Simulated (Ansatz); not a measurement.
# TiCo: energy along a strain

TiCo, Pm-3m, a = 2.986 Å (as given, not relaxed at this level: -0.1 GPa). The structure is a Materials Project entry; whether it is the stable form wasn't checked. Ansatz: PBE, PAW, 420 eV, Γ-centred 16×16×16 mesh on 2 atoms, Gaussian smearing 0.15 eV; collinear spin, largest moment 1.0 μB. Cell vectors (Å): 2.986 0.000 0.000; 0.000 2.986 0.000; 0.000 0.000 2.986. The cell is strained by x per cent times the pattern (0 0 1 0 0 0) in the order xx yy zz yz xz xy (engineering shears), with fractional coordinates held. y is the free energy over the start, V0 = 13.313 Å³/atom.

```tsv
x (%)	y (meV/atom)
-4.00	?
-3.00	9.50
-2.00	4.16
-1.00	1.00
0.00	0.00
1.00	1.17
2.00	4.43
3.00	9.66
3.50	12.97
4.00	16.71
```

**Question.** Fit y = c1 x + c2 x² + c3 x³ to the other rows, get the stiffness along the pattern, and predict the missing energy.

**Answer.** Least squares on the rows shown. y = 0.12551 x + 1.0644 x² − 0.012271 x³. The clamped-ion stiffness p·C·p = 2 × 10.64 eV × 160.2 / 13.313 Å³ = 256 GPa, which is C33 in these axes (C11 of the cubic crystal); c1 is there for the stress left in the start, which by itself gives a slope of 0.09 meV/atom per %. At x = -4.00 the fit asked for gives 17.31 meV/atom. The run gave 17.04 meV/atom, so the fit is 0.27 meV/atom too high, 1.6 % of the span of the series, against an rms of 0.04 meV/atom on the fitted rows. The row lies outside the fitted range. With a term in x⁴ added, a fit to the same known rows predicts 16.93 meV/atom, a smaller miss on the other side.

The energy rises almost parabolically, as expected for a metal held together by Ti-Co d-d hybridisation. Straining one cube axis changes all eight nearest Ti-Co contacts equally, along with the like-atom contacts on that axis. Extension costs slightly more up to 3.00 %, but at 4.00 % compression costs more: the residual slope dominates first, then the usual anharmonicity from short-range repulsion. Averaged over both signs, the energy also grows slightly more slowly than x². The cubic fit has no even term to describe this, which explains its overshoot at the missing point and suggests that 256 GPa slightly understates the zero-strain curvature.

Holding the fractional coordinates costs nothing here, because both sites remain inversion centres and the clamped-ion value is also the relaxed-ion one. The moment is at odds with the paramagnetism known for ordered TiCo; the semilocal functional probably overstates itinerant magnetism by neglecting spin fluctuations, so the stiffness belongs to the spin-polarised state. Resistance to shear, and hence full elastic stability, doesn't follow from this single constant.
